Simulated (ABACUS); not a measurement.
## In: relaxation of cell and atoms with PBE

In:

```
CELL_PARAMETERS angstrom
3.33548 0.00000 0.00000
-1.66774 2.88861 0.00000
0.00000 0.00000 5.50914
ATOMIC_POSITIONS crystal
In 0.66667 0.33333 0.75000
In 0.33333 0.66667 0.25000
```

This isn't the form of In at room conditions, which is tetragonal.

```json
{"Program": "ABACUS 3.10.1", "Task": "relaxation of cell and atoms", "Functional": "PBE", "Potentials or basis": "PseudoDojo NC SR 0.4.1 PBE standard", "Cutoff": "1361 eV", "Density cutoff": "5442 eV", "Basis": "DZP LCAO (the cutoffs set its grid)", "k mesh": "6 × 6 × 4", "Occupations": "fermi-dirac, width 0.05 eV", "Spin": "no spin polarisation", "Radial cutoff of the potentials (pseudo_rcut)": "7 bohr", "Orbital files": "In In_confined-atom_8au_2s2p2d.orb", "Max steps of the relaxation": "60", "Force threshold": "0.01 eV/Å", "Optimiser": "cg", "Stress threshold": "0.2 kbar", "Held in the relaxation": "volume", "SCF threshold on the density": "1e-07", "Max SCF steps": "100", "Eigensolver": "genelpa", "Mixing": "broyden", "Mixing share": "0.7", "Symmetry key": "1", "Bands": "17"}
```

| Quantity | Value |
| --- | --- |
| Energy gained by relaxing | 0.2 meV/atom |
| Ionic steps | 4 |
| Pressure after relaxing | 2.1 GPa |

Step by step:
```tsv
step	energy change (eV)	largest force (eV/Å)	pressure (GPa)	volume (Å³)
1	0.0000	0.0000	2.11	53.08
2	-0.0004	0.0000	2.10	53.08
3	-0.0003	0.0000	2.11	53.08
4	-0.0005	0.0000	2.10	53.08
```

Final structure:
```
CELL_PARAMETERS angstrom
3.32518 0.00000 0.00000
-1.66259 2.87969 0.00000
0.00000 0.00000 5.54335
ATOMIC_POSITIONS crystal
In 0.66667 0.33333 0.75000
In 0.33333 0.66667 0.25000
```

Wall time 22 s on 4 MPI ranks on AMD EPYC 7R43 64-Core Processor (Zen 3) (shared host), peak memory 0.36 GiB a rank.

Caveat: the k mesh is coarse (spacing up to 0.36 Å⁻¹), so the values aren't converged; the atomic orbitals were generated for these runs and aren't a published set; the volume was held while the shape relaxed; the basis of atomic orbitals isn't converged, which shifts pressures, moduli and gaps.
